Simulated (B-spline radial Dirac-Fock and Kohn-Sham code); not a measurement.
Binding energies of Kr²⁺

System: Kr²⁺ in the configuration [Ar] 3d10 4s2 4p4; nuclear rms radius 4.1884 fm (A = 84).

The computed values come from a radial atomic solver: multi-electron Dirac-Fock with separately optimised hole states, Breit and Lamb-shift corrections added in first order. Correlation and solid-state effects are left out. Energies are counted from the vacuum level. Subshells whose hole state is unreliable or did not converge are left out.

All terms are in eV, carry their sign (relaxation lowers the binding energy) and add up to the binding energy; ⟨r⟩ is the mean radius of the orbital in the initial state.

```csv
subshell,−ε (Koopmans),relaxation,Breit,QED,binding energy,⟨r⟩ (bohr)
K,14439.5,-52.13,-22.05,-10.81,14354.5,0.041
L1,1987.2,-25.62,-1.70,-1.20,1958.6,0.183
L2,1791.1,-28.11,-2.96,0.14,1760.2,0.157
M1,331.0,-7.28,-0.18,-0.20,323.3,0.527
M2,260.0,-7.28,-0.34,0.03,252.4,0.532
M4,128.3,-7.49,-0.03,0.02,120.8,0.549
M5,126.9,-7.40,0.03,0.02,119.5,0.553
N1,54.08,-0.77,-0.01,-0.02,53.28,1.521
"N2,3",36.68,-0.60,-0.01,0.00,36.07,1.757
```

For the deepest level, K (1s), the Breit terms make up -0.154 % of the binding energy, QED -0.075 % and orbital relaxation -0.363 %.

Going to the tabulated ground configuration of the next ion removes an electron from N2,3 (4p), computed at 36.07 eV. NIST lists 35.838 ± 0.02 eV as the ionisation energy of this species (measured), -0.23 eV from the computed value. Where a p, d or f shell is open in either ion the computed value averages over both j values and all terms, while the table refers to the lowest levels; that difference holds spin-orbit splitting (largest in heavy or highly charged ions), term energies where several electrons share open shells, and correlation, and it can reach 10 % or more.
